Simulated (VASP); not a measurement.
Input of a VASP 6.6.1 run:

INCAR

```
SYSTEM = TiTe2
PREC = Accurate
ENCUT = 600
EDIFF = 1E-6
ISMEAR = -1
SIGMA = 0.05
LREAL = .FALSE.
LASPH = .TRUE.
NELM = 60
ALGO = Normal
ISIF = 3
LWAVE = .FALSE.
LCHARG = .FALSE.
GGA = CA
IBRION = 2
NSW = 60
EDIFFG = -0.02
```

The input KPOINTS:

```
regular mesh
0
G
  8 8 4
  0 0 0
```

File POSCAR:

```
TiTe2
1.0
    3.7770000000      0.0000000000      0.0000000000
   -1.8885000000      3.2709779501      0.0000000000
    0.0000000000      0.0000000000      6.4980000000
Te Ti
2 1
Direct
    0.3333333333      0.6666666667      0.7372000000
    0.6666666667      0.3333333333      0.2628000000
    0.0000000000      0.0000000000      0.0000000000
```

Potentials or basis: VASP PAW LDA potentials, release 64 (Te, Ti_sv).

The run is started by

```bash
$ cat potpaw_LDA.64/Te/POTCAR potpaw_LDA.64/Ti_sv/POTCAR > POTCAR
$ mpirun -np 1 vasp_std > vasp.out
```

(1) Estimate the space group after relaxing (to 0.05 Å).

(2) Predict the relaxed volume.

(3) Predict the band gap on the k mesh.

(4) Predict the relaxed cell.

Answers

(1) P-3m1 (No. 164).

(2) 24.61 Å³/atom.

(3) none (metal or under the smearing width).

(4) a = 3.678 Å, b = 3.678 Å, c = 6.304 Å, α = 90.00°, β = 90.00°, γ = 120.00°.
